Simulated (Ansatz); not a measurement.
# Crystal structures of cobalt under PBEsol

Method: DFT, PBEsol, plane waves (420 eV) with PAW, scalar-relativistic in Ansatz 0.2.0. The PAW files were generated under PBE, with cores re-solved for the functional.

Each structure is relaxed within its own symmetry, so a high-lying one may be dynamically unstable.

```csv
structure,ΔE (meV/atom),V (Å³/atom),cell,magnetic state
hcp,0,10.34,"a = 2.454 Å, c = 3.968 Å (c/a = 1.617)","ferromagnetic, net 1.57 μB per atom"
dhcp,8,10.38,"a = 2.455 Å, c = 7.955 Å (c/a = 3.241)","ferromagnetic, net 1.60 μB per atom"
fcc,20,10.44,a = 3.470 Å,"ferromagnetic, net 1.62 μB per atom"
omega (AlB2-type),95,10.57,"a = 3.902 Å, c = 2.404 Å (c/a = 0.616)","ferromagnetic, net 1.63 μB per atom"
A15,112,10.63,a = 4.398 Å,"ferromagnetic, net 1.67 μB per atom"
bcc,114,10.58,a = 2.766 Å,"ferromagnetic, net 1.73 μB per atom"
simple cubic,864,12.10,a = 2.296 Å,"ferromagnetic, net 1.75 μB per atom"
diamond,1443,14.26,a = 4.850 Å,"ferromagnetic, net 0.34 μB per atom"
```

ΔE counts from hcp.

Differences under about 8 meV lie within the error of the k-point mesh.
